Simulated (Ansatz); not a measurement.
**AgCl: where the heat goes in a short trajectory**

Method: DFT PBE, scalar-relativistic, plane waves, PAW (Ansatz). Settings: plane waves to 420 eV, k-mesh 2×2×2 (shifted by 0.5, 0.5, 0.5 steps), Fermi–Dirac smearing 0.22 eV. The mesh is coarse. No spin polarisation.

16 atoms start on the lattice sites below (V = 375.3 Å³, 1.10 times the source cell's; static pressure -2.14 GPa, largest force component 0.00 eV/Å) with velocities drawn for 2600 K; Langevin thermostat aiming at the same temperature, at which the real crystal may have melted, fixed cell, 41 steps of 1.5 fs.

```xyz
16
Lattice="-5.7253 5.7253 0.0000 -5.7253 0.0000 5.7253 0.0000 5.7253 5.7253" Properties=species:S:1:pos:R:3 pbc="T T T"
Ag   -8.5880    8.5880    8.5880
Ag   -5.7253    5.7253    8.5880
Ag   -5.7253    8.5880    5.7253
Ag   -8.5880    5.7253    5.7253
Ag   -2.8627    5.7253    5.7253
Ag   -5.7253    2.8627    5.7253
Ag   -5.7253    5.7253    2.8627
Ag   -2.8627    2.8627    2.8627
Cl    0.0000    0.0000    0.0000
Cl   -2.8627    2.8627    0.0000
Cl   -2.8627    0.0000    2.8627
Cl    0.0000    2.8627    2.8627
Cl   -5.7253    2.8627    2.8627
Cl   -2.8627    5.7253    2.8627
Cl   -2.8627    2.8627    5.7253
Cl   -5.7253    5.7253    5.7253
```

| t (fs) | T (K) | kinetic energy (meV/atom) | potential energy over the first frame (meV/atom) | P with the kinetic part (GPa) |
| --- | --- | --- | --- | --- |
| 0.0 | 2438 | 315.1 | 0.0 | -0.71 |
| 4.5 | 2334 | 301.8 | 1.1 | -0.71 |
| 9.0 | 2299 | 297.2 | 4.5 | -0.57 |
| 13.5 | 2410 | 311.5 | 10.6 | -0.21 |
| 18.0 | 2314 | 299.1 | 20.0 | 0.14 |
| 22.5 | 2082 | 269.1 | 32.2 | 0.49 |
| 27.0 | 1970 | 254.6 | 46.9 | 0.95 |
| 31.5 | 1969 | 254.5 | 64.0 | 1.53 |
| 36.0 | 1707 | 220.6 | 85.1 | 2.02 |
| 40.5 | 1645 | 212.6 | 107.1 | 2.60 |
| 45.0 | 1678 | 216.9 | 127.4 | 3.17 |
| 49.5 | 1679 | 217.0 | 143.2 | 3.58 |
| 54.0 | 1778 | 229.9 | 149.4 | 3.83 |
| 58.5 | 1745 | 225.5 | 142.9 | 3.73 |

T counts 3N degrees of freedom. Means over every step of the second half, not only the rows shown: T = 1737 K, kinetic energy 224.5 meV/atom, potential energy 120.6 meV/atom, P = 3.03 GPa.

**Question.** Does the potential energy follow equipartition for harmonic vibrations?

**Answer.** In a harmonic crystal each vibration holds as much potential as kinetic energy on average; T is counted on all 3N degrees of freedom here, and the thermostat also drives the centre of mass, which has no potential energy, so the share is (N − 1)/N of the kinetic energy, 210.4 meV/atom. The run has 120.6, a ratio of 0.57. The deficit can mean that slow modes haven't yet taken up their share, that the thermostat is still feeding kinetic energy, or that the atoms found a lower arrangement than the start. So short a run gives a rough mean. T is still well under the temperature that the thermostat aims for. Electronic entropy is part of the potential energy at this smearing.

**Question.** Split the rise of pressure into the kinetic part and the rest. Can a thermal Grüneisen parameter be estimated?

**Answer.** The program counts the kinetic part as N k_B T/V = 1.02 GPa. The pressure lies 5.17 GPa over the static one in all, so the forces add 4.15 GPa. The potential energy lies far under its harmonic share, so slow or unstable modes may dominate and no γ is drawn.